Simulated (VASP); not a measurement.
# WC (Qusongite) (P-6m2) in VASP: notebook, part 2 of 2

VASP 6.6.1.

**4. Band structure, PBE**

The input, POSCAR:

```
WC
1.0
    2.9065000000      0.0000000000      0.0000000000
   -1.4532500000      2.5171028361      0.0000000000
    0.0000000000      0.0000000000      2.8366000000
W C
1 1
Direct
    0.0000000000      0.0000000000      0.0000000000
    0.6666666667      0.3333333333      0.5000000000
```

The input, INCAR.step1:

```
SYSTEM = WC
  PREC = Accurate
  ENCUT = 600
  EDIFF = 1E-6
  ISMEAR = -1
  SIGMA = 0.05
  LREAL = .FALSE.
  LASPH = .TRUE.
  NELM = 60
  ALGO = Normal
  ISIF = 2
  LWAVE = .FALSE.
  LCHARG = .TRUE.
  LMAXMIX = 4
  GGA = PE
```

The input, KPOINTS.step1:

```
regular mesh
0
G
  10 10 9
  0 0 0
```

The input, INCAR.step2:

```
SYSTEM = WC
  PREC = Accurate
  ENCUT = 600
  EDIFF = 1E-6
  ISMEAR = 0
  SIGMA = 0.05
  LREAL = .FALSE.
  LASPH = .TRUE.
  NELM = 60
  ALGO = Normal
  ISIF = 2
  LWAVE = .FALSE.
  LCHARG = .FALSE.
  LMAXMIX = 4
  GGA = PE
  ICHARG = 11
```

The input, KPOINTS.step2:

```
path GMKGALHA,LM,KH
20
line-mode
reciprocal
 0.0000000000  0.0000000000  0.0000000000  G
 0.5000000000  0.0000000000  0.0000000000  M

 0.5000000000  0.0000000000  0.0000000000  M
 0.3333333333  0.3333333333  0.0000000000  K

 0.3333333333  0.3333333333  0.0000000000  K
 0.0000000000  0.0000000000  0.0000000000  G

 0.0000000000  0.0000000000  0.0000000000  G
 0.0000000000  0.0000000000  0.5000000000  A

 0.0000000000  0.0000000000  0.5000000000  A
 0.5000000000  0.0000000000  0.5000000000  L

 0.5000000000  0.0000000000  0.5000000000  L
 0.3333333333  0.3333333333  0.5000000000  H

 0.3333333333  0.3333333333  0.5000000000  H
 0.0000000000  0.0000000000  0.5000000000  A

 0.5000000000  0.0000000000  0.5000000000  L
 0.5000000000  0.0000000000  0.0000000000  M

 0.3333333333  0.3333333333  0.0000000000  K
 0.3333333333  0.3333333333  0.5000000000  H
```

Potentials or basis: VASP PAW PBE potentials, release 64 (W_sv_GW, C_GW).

Started as:

```sh
$ cat potpaw_PBE.64/W_sv_GW/POTCAR potpaw_PBE.64/C_GW/POTCAR > POTCAR
$ cp INCAR.step1 INCAR
$ cp KPOINTS.step1 KPOINTS
$ mpirun -np 1 vasp_std > vasp.out
$ cp INCAR.step2 INCAR
$ cp KPOINTS.step2 KPOINTS
$ mpirun -np 1 vasp_std > vasp.out
```

It took 29 s on 1 thread of AMD EPYC 9R45 (Zen 5), shared host; peak memory 0.16 GiB.

The run converged. Its results:

```yaml
Band_gap_along_the_path: none (metal or under the smearing width)
```

Levels at the corners of the path, in eV from the Fermi level:
```
point  band 6  band 7  band 8  band 9  band 10  band 11  band 12  band 13
    Γ   -4.31   -3.33   -3.33    0.08     3.24     3.24     5.61     5.61
    M   -7.03   -3.62   -3.56   -0.47     2.35     4.54     4.88     6.86
    M   -7.03   -3.62   -3.56   -0.47     2.35     4.54     4.88     6.86
    K   -6.57   -4.55   -3.45    0.62     0.98     2.06     3.22     9.19
    K   -6.57   -4.55   -3.45    0.62     0.98     2.06     3.22     9.19
    Γ   -4.31   -3.33   -3.33    0.08     3.24     3.24     5.61     5.61
    Γ   -4.31   -3.33   -3.33    0.08     3.24     3.24     5.61     5.61
    A   -8.65   -2.02   -2.02   -0.58    -0.58     3.66     4.53     4.53
    A   -8.65   -2.02   -2.02   -0.58    -0.58     3.66     4.53     4.53
    L   -6.45   -4.32   -4.19    0.29     4.44     5.30     6.64     9.18
    L   -6.45   -4.32   -4.19    0.29     4.44     5.30     6.64     9.18
    H   -7.21   -5.40   -1.62   -0.64     4.40     6.38     7.59     9.13
    H   -7.21   -5.40   -1.62   -0.64     4.40     6.38     7.59     9.13
    A   -8.65   -2.02   -2.02   -0.58    -0.58     3.66     4.53     4.53
    L   -6.45   -4.32   -4.19    0.29     4.44     5.30     6.64     9.18
    M   -7.03   -3.62   -3.56   -0.47     2.35     4.54     4.88     6.86
    K   -6.57   -4.55   -3.45    0.62     0.98     2.06     3.22     9.19
    H   -7.21   -5.40   -1.62   -0.64     4.40     6.38     7.59     9.13
```

Caveat: the log is that of the step along the path at fixed density, whose energy, stress, charges and moments have no meaning; spin-orbit coupling is left out, which moves the levels of the heavy elements.

**5. Band structure, PBE**

POSCAR is that of step 4.

The input, INCAR.step1:

```
ALGO     = Normal         # electronic algorithm
EDIFF    = 1E-6           # SCF threshold, eV
ENCUT    = 550            # plane-wave cutoff, eV
GGA      = PE             # functional
ISIF     = 2              # what is computed and relaxed
ISMEAR   = -1             # smearing method
LASPH    = True           # aspherical terms in the spheres
LCHARG   = True           # write CHGCAR
LMAXMIX  = 4              # l up to which the mixer works
LREAL    = False          # projectors in reciprocal space
LWAVE    = False          # write WAVECAR
NBANDS   = 16             # bands
NELM     = 100            # most SCF steps
PREC     = Accurate       # precision mode
SIGMA    = 0.05           # smearing width, eV
```

The input, KPOINTS.step1:

```
k-points
0
Gamma
  10 10 9
```

The input, INCAR.step2:

```
ALGO     = Normal         # electronic algorithm
EDIFF    = 1E-6           # SCF threshold, eV
ENCUT    = 550            # plane-wave cutoff, eV
GGA      = PE             # functional
ICHARG   = 11             # starting density
ISIF     = 2              # what is computed and relaxed
ISMEAR   = 0              # smearing method
LASPH    = True           # aspherical terms in the spheres
LCHARG   = False          # write CHGCAR
LMAXMIX  = 4              # l up to which the mixer works
LREAL    = False          # projectors in reciprocal space
LWAVE    = False          # write WAVECAR
NBANDS   = 16             # bands
NELM     = 100            # most SCF steps
PREC     = Accurate       # precision mode
SIGMA    = 0.05           # smearing width, eV
```

KPOINTS.step2 is that of step 4.

Started as:

```sh
$ cat potpaw_PBE.64/W_sv_GW/POTCAR potpaw_PBE.64/C_GW/POTCAR > POTCAR
$ cp INCAR.step1 INCAR
$ cp KPOINTS.step1 KPOINTS
$ mpirun -np 1 vasp_std > vasp.out
$ cp INCAR.step2 INCAR
$ cp KPOINTS.step2 KPOINTS
$ mpirun -np 1 vasp_std > vasp.out
```

It took 33 s on 1 thread of AMD EPYC 9R45 (Zen 5), shared host; peak memory 0.16 GiB.

It converged, with:

| Item | Value |
| --- | --- |
| Band gap along the path | none (metal or under the smearing width) |

Levels at the corners of the path, in eV from the Fermi level:
```csv
point,band 6,band 7,band 8,band 9,band 10,band 11,band 12,band 13
Γ,-4.31,-3.33,-3.33,0.08,3.24,3.24,5.61,5.61
M,-7.03,-3.62,-3.56,-0.47,2.35,4.54,4.88,6.86
M,-7.03,-3.62,-3.56,-0.47,2.35,4.54,4.88,6.86
K,-6.56,-4.55,-3.45,0.62,0.98,2.06,3.22,9.19
K,-6.56,-4.55,-3.45,0.62,0.98,2.06,3.22,9.19
Γ,-4.31,-3.33,-3.33,0.08,3.24,3.24,5.61,5.61
Γ,-4.31,-3.33,-3.33,0.08,3.24,3.24,5.61,5.61
A,-8.64,-2.02,-2.02,-0.58,-0.58,3.66,4.53,4.53
A,-8.64,-2.02,-2.02,-0.58,-0.58,3.66,4.53,4.53
L,-6.45,-4.32,-4.19,0.29,4.44,5.30,6.64,9.18
L,-6.45,-4.32,-4.19,0.29,4.44,5.30,6.64,9.18
H,-7.21,-5.40,-1.62,-0.64,4.40,6.38,7.59,9.13
H,-7.21,-5.40,-1.62,-0.64,4.40,6.38,7.59,9.13
A,-8.64,-2.02,-2.02,-0.58,-0.58,3.66,4.53,4.53
L,-6.45,-4.32,-4.19,0.29,4.44,5.30,6.64,9.18
M,-7.03,-3.62,-3.56,-0.47,2.35,4.54,4.88,6.86
K,-6.56,-4.55,-3.45,0.62,0.98,2.06,3.22,9.19
H,-7.21,-5.40,-1.62,-0.64,4.40,6.38,7.59,9.13
```

Caveat: the log is that of the step along the path at fixed density, whose energy, stress, charges and moments have no meaning; spin-orbit coupling is left out, which moves the levels of the heavy elements.

**6. Band structure, PBEsol, spin-orbit coupling, no magnetisation**

The input, INCAR:

```
PREC     = Accurate       # precision mode
ENCUT    = 520            # plane-wave cutoff, eV
EDIFF    = 1E-6           # SCF threshold, eV
ISMEAR   = -1             # smearing method
SIGMA    = 0.05           # smearing width, eV
LREAL    = False          # projectors in reciprocal space
LASPH    = True           # aspherical terms in the spheres
NELM     = 80             # most SCF steps
ALGO     = Fast           # electronic algorithm
ISIF     = 2              # what is computed and relaxed
LWAVE    = False          # write WAVECAR
LCHARG   = False          # write CHGCAR
MAGMOM   = 0 0 0 0 0 0    # initial moments
LORBIT   = 11             # projections on sites
LSORBIT  = True           # spin-orbit coupling
GGA_COMPAT= False        
LMAXMIX  = 4              # l up to which the mixer works
GGA      = PS             # functional
```

The input, KPOINTS:

```
regular mesh
0
Gamma
  7 7 7
```

POSCAR is that of step 5.

The input, KPOINTS_OPT:

```
path GMKGALHA,LM,KH
15
line-mode
reciprocal
 0.0000000000  0.0000000000  0.0000000000  G
 0.5000000000  0.0000000000  0.0000000000  M

 0.5000000000  0.0000000000  0.0000000000  M
 0.3333333333  0.3333333333  0.0000000000  K

 0.3333333333  0.3333333333  0.0000000000  K
 0.0000000000  0.0000000000  0.0000000000  G

 0.0000000000  0.0000000000  0.0000000000  G
 0.0000000000  0.0000000000  0.5000000000  A

 0.0000000000  0.0000000000  0.5000000000  A
 0.5000000000  0.0000000000  0.5000000000  L

 0.5000000000  0.0000000000  0.5000000000  L
 0.3333333333  0.3333333333  0.5000000000  H

 0.3333333333  0.3333333333  0.5000000000  H
 0.0000000000  0.0000000000  0.5000000000  A

 0.5000000000  0.0000000000  0.5000000000  L
 0.5000000000  0.0000000000  0.0000000000  M

 0.3333333333  0.3333333333  0.0000000000  K
 0.3333333333  0.3333333333  0.5000000000  H
```

Potentials or basis: VASP PAW PBE potentials, release 64 (W_sv, C).

Started as:

```sh
$ cat potpaw_PBE.64/W_sv/POTCAR potpaw_PBE.64/C/POTCAR > POTCAR
$ mpirun -np 1 vasp_ncl > vasp.out
```

OUTCAR:

```text
PREC = Accurate
   ENCUT = 520
   EDIFF = 1E-6
   ISMEAR = -1
   LREAL = False
   LASPH = True
   NELM = 80
   ISIF = 2
   LORBIT = 11
   LSORBIT = True
   GGA = PS

 ion  position               nearest neighbor table
   1  0.000  0.000  0.000-   2 2.20   2 2.20   2 2.20   2 2.20   2 2.20   2 2.20
   2  0.667  0.333  0.500-   1 2.20   1 2.20   1 2.20   1 2.20   1 2.20   1 2.20

  LATTYP: Found a hexagonal cell.
 ALAT       =     2.9065000000
 C/A-ratio  =     0.9759504559

  Lattice vectors:

 A1 = (   2.9065000000,   0.0000000000,   0.0000000000)
 A2 = (  -1.4532500000,   2.5171028361,   0.0000000000)
 A3 = (   0.0000000000,   0.0000000000,   2.8366000000)

Analysis of symmetry for initial positions (statically):
=====================================================================
 Subroutine PRICEL returns:
 Original cell was already a primitive cell.

 Routine SETGRP: Setting up the symmetry group for a
 hexagonal supercell.

 Subroutine GETGRP returns: Found 12 space group operations
 (whereof 12 operations were pure point group operations)
 out of a pool of 24 trial point group operations.

The static configuration has the point symmetry D_3h.

Analysis of symmetry for dynamics (positions and initial velocities):
=====================================================================
 Subroutine PRICEL returns:
 Original cell was already a primitive cell.

 Routine SETGRP: Setting up the symmetry group for a
 hexagonal supercell.

 Subroutine GETGRP returns: Found 12 space group operations
 (whereof 12 operations were pure point group operations)
 out of a pool of 24 trial point group operations.

The dynamic configuration has the point symmetry D_3h.

[... 892 lines left out ...]
 -----------------------------------------------------------------------------------
      0.00000      0.00000      0.00000         0.000000      0.000000      0.000000
      1.45325      0.83903      1.41830         0.000000      0.000000      0.000000
 -----------------------------------------------------------------------------------
    total drift:                                0.000000     -0.000000     -0.000000

  FREE ENERGIE OF THE ION-ELECTRON SYSTEM (eV)
  ---------------------------------------------------
  free  energy   TOTEN  =       -24.6475633214 eV

  energy  without entropy=      -24.6435706473  energy(sigma->0) =      -24.64556698

 Spin-Orbit-Coupling matrix elements

 Ion:    1  E_soc:     -1.4884913
 l=   1
     0.0000000    -0.2181461    -0.2225266
    -0.2181461     0.0000000    -0.2181461
    -0.2225266    -0.2181461     0.0000000
 l=   2
     0.0000000    -0.0055871     0.0000000    -0.0055871    -0.0268812
    -0.0055871     0.0000000    -0.0157885    -0.0046204    -0.0055871
     0.0000000    -0.0157885     0.0000000    -0.0157885     0.0000000
    -0.0055871    -0.0046204    -0.0157885     0.0000000    -0.0055871
    -0.0268812    -0.0055871     0.0000000    -0.0055871     0.0000000
 l=   3
     0.0000000     0.0000000     0.0000000     0.0000000     0.0000000     0.0000000     0.0000000
     0.0000000     0.0000000     0.0000000     0.0000000     0.0000000     0.0000000     0.0000000
     0.0000000     0.0000000     0.0000000     0.0000000     0.0000000     0.0000000     0.0000000
     0.0000000     0.0000000     0.0000000     0.0000000     0.0000000     0.0000000     0.0000000
     0.0000000     0.0000000     0.0000000     0.0000000     0.0000000     0.0000000     0.0000000
     0.0000000     0.0000000     0.0000000     0.0000000     0.0000000     0.0000000     0.0000000
     0.0000000     0.0000000     0.0000000     0.0000000     0.0000000     0.0000000     0.0000000

 Ion:    2  E_soc:     -0.0002829
 l=   1
     0.0000000    -0.0000493    -0.0000428
    -0.0000493     0.0000000    -0.0000493
    -0.0000428    -0.0000493     0.0000000
 l=   2
     0.0000000     0.0000000     0.0000000     0.0000000     0.0000000
     0.0000000     0.0000000     0.0000000     0.0000000     0.0000000
     0.0000000     0.0000000     0.0000000     0.0000000     0.0000000
     0.0000000     0.0000000     0.0000000     0.0000000     0.0000000
     0.0000000     0.0000000     0.0000000     0.0000000     0.0000000
 l=   3
     0.0000000     0.0000000     0.0000000     0.0000000     0.0000000     0.0000000     0.0000000
     0.0000000     0.0000000     0.0000000     0.0000000     0.0000000     0.0000000     0.0000000
     0.0000000     0.0000000     0.0000000     0.0000000     0.0000000     0.0000000     0.0000000
     0.0000000     0.0000000     0.0000000     0.0000000     0.0000000     0.0000000     0.0000000
     0.0000000     0.0000000     0.0000000     0.0000000     0.0000000     0.0000000     0.0000000
     0.0000000     0.0000000     0.0000000     0.0000000     0.0000000     0.0000000     0.0000000
     0.0000000     0.0000000     0.0000000     0.0000000     0.0000000     0.0000000     0.0000000

 total charge

# of ion       s       p       d       tot
------------------------------------------
    1        2.351   6.436   3.423  12.210
    2        0.849   1.560   0.000   2.409
--------------------------------------------------
tot          3.199   7.996   3.423  14.618

 magnetization (x)

# of ion       s       p       d       tot
------------------------------------------
    1       -0.000  -0.000   0.000   0.000
    2        0.000   0.000   0.000   0.000
--------------------------------------------------
tot          0.000  -0.000   0.000   0.000

 magnetization (y)

# of ion       s       p       d       tot
------------------------------------------
    1       -0.000   0.000   0.000   0.000
    2        0.000   0.000   0.000   0.000
--------------------------------------------------
tot         -0.000   0.000   0.000   0.000

 magnetization (z)

# of ion       s       p       d       tot
------------------------------------------
    1        0.000   0.000   0.000   0.000
    2        0.000   0.000   0.000   0.000
--------------------------------------------------
tot          0.000   0.000   0.000   0.000
```

OSZICAR:

```text
N       E                     dE             d eps       ncg     rms          rms(c)
DAV:   1     0.168298302041E+03    0.16830E+03   -0.97168E+03  2504   0.157E+03
DAV:   2    -0.187316562948E+02   -0.18703E+03   -0.18157E+03  2758   0.463E+02
DAV:   3    -0.274155170423E+02   -0.86839E+01   -0.85406E+01  2972   0.952E+01
[... 31 lines left out ...]
DAV:   9    -0.111257405972E+05   -0.12579E-06     1660
       N       E                     dE             ncg
DAV:   1     0.679076791805E+04   -0.31060E+05     2028
DAV:   2    -0.460942932823E+03   -0.72517E+04     2206
DAV:   3    -0.782009081153E+03   -0.32107E+03     2428
DAV:   4    -0.786835718516E+03   -0.48266E+01     2260
DAV:   5    -0.786886453997E+03   -0.50735E-01     2308
DAV:   6    -0.786887348549E+03   -0.89455E-03     2240
DAV:   7    -0.786887372364E+03   -0.23815E-04     2246
DAV:   8    -0.786887373101E+03   -0.73736E-06     1620
```

stdout:

```text
POSCAR found type information on POSCAR W C
 POSCAR found :  2 types and       2 ions
 scaLAPACK will be used
 -----------------------------------------------------------------------------
|                                                                             |
|                                                                             |
|     You enforced a specific xc type in the INCAR file but a different       |
|     I HOPE YOU KNOW WHAT YOU ARE DOING!                                     |
|                                                                             |
 -----------------------------------------------------------------------------

 LDA part: xc-table for (Slater+PW92), standard interpolation
 POSCAR, INCAR and KPOINTS ok, starting setup
 FFT: planning ... GRIDC
 FFT: planning ... GRID_SOFT
 FFT: planning ... GRID
 WAVECAR not read
 entering main loop
 Start KPOINTS_OPT (optional k-point list driver)
k-point batch [1-48\135]
k-point batch [49-96\135]
k-point batch [97-135\135]
```

It took 77 s on 1 thread of Intel Xeon Platinum 8488C (Sapphire Rapids), shared host; peak memory 0.24 GiB.

Results:

```
Free energy                                           : -24.6476 eV
Pressure                                              : -1.2 GPa
Valence electrons inside the program's atomic spheres : W 12.21; C 2.41
```

Caveat: the PAW data sets were made with another functional, which shifts forces and pressure a little.

**7. For comparison**

An earlier run on the cell as given: functional PBEsol; potentials or basis VASP PAW PBE potentials, release 64 (W_sv, C); cutoff 520 eV; k mesh 10 × 10 × 9; occupations fermi-dirac, width 0.05 eV; no spin polarisation.

* Pressure: -2.3 GPa
* Band gap on the k mesh: none (metal or under the smearing width)

**8. Overview**

| task | level | potentials or basis | spin | k mesh | cutoff (eV) | ladder | pressure (GPa) |
| --- | --- | --- | --- | --- | --- | --- | --- |
| band structure | PBE | VASP PAW PBE potentials, release 64 (W, C) | off | 10 × 10 × 9 | 500 | - | - |
| band structure | PBE | VASP PAW PBE potentials, release 64 (W_sv, C) | off | 10 × 10 × 9 | 520 | - | - |
| band structure | PBE | VASP PAW PBE potentials, release 64 (W_sv_GW, C_GW) | off | 10 × 10 × 9 | 600 | - | - |
| band structure | PBE | VASP PAW PBE potentials, release 64 (W_sv_GW, C_GW) | off | 10 × 10 × 9 | 550 | - | - |
| band structure | PBEsol | VASP PAW PBE potentials, release 64 (W_sv, C) | SOC, no magnetisation | 7 × 7 × 7 | 520 | - | -1.2 |
| single point | PBEsol | VASP PAW PBE potentials, release 64 (W_sv, C) | off | 10 × 10 × 9 | 520 | free | -2.3 |

Alike in all rows: cell as given; smearing fermi-dirac 0.05 eV.

Caveats: spin-orbit coupling is left out, which moves the levels of the heavy elements (some runs); the PAW data sets were made with another functional, which shifts forces and pressure a little (some runs).

Absolute energies hang on the potentials; compare differences alone.
